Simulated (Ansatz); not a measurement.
Crystal: AgO.

```xyz
2
Lattice="0.0000 2.4080 2.4080 2.4080 0.0000 2.4080 2.4080 2.4080 0.0000" Properties=species:S:1:pos:R:3 pbc="T T T"
Ag    0.0000    0.0000    0.0000
O     3.6120    3.6120    3.6120
```

* Program: Ansatz 0.2.0
* Task: relaxation of cell and atoms
* Functional: r2SCAN
* Potentials or basis: Ansatz PAW
* Cutoff: 500 eV (not typed: the program's choice for these potentials)
* k mesh: 10 × 10 × 10
* Occupations: fermi-dirac, width 0.05 eV
* Spin: no spin polarisation

At the start: volume 13.96 Å³/atom.

Q: How do energy, volume and symmetry change on relaxing?

A: It ends after 5 steps and the volume is 15.48 Å³/atom (+10.9 %); space group F-43m (No. 216, to 0.05 Å).

The path:
```tsv
step	energy change (eV)	largest force (eV/Å)	volume (Å³)
1	0.0000	0.0000	27.93
2	-0.1140	0.0000	30.22
3	-0.1198	0.0000	30.83
4	-0.1199	0.0000	30.96
5	-0.1219	0.0000	30.96
```

Final structure:
```yaml
crystal:
  lattice:
    - [0.00000, 2.49235, 2.49235]
    - [2.49235, 0.00000, 2.49235]
    - [2.49235, 2.49235, 0.00000]
  atoms:
    - { symbol: Ag, position: [0.00000, 0.00000, 0.00000] }
    - { symbol: O, position: [0.75000, 0.75000, 0.75000] }
```

Caveat: the plane-wave basis is chosen anew once the cell has moved, so the energies of steps on either side of that aren't comparable; an odd number of electrons without spin polarisation forces a metal; a magnetic or distorted state may lie lower; the PAW data sets come from PBE, with cores solved anew for the run's functional, which leaves a small shift of forces and pressure.
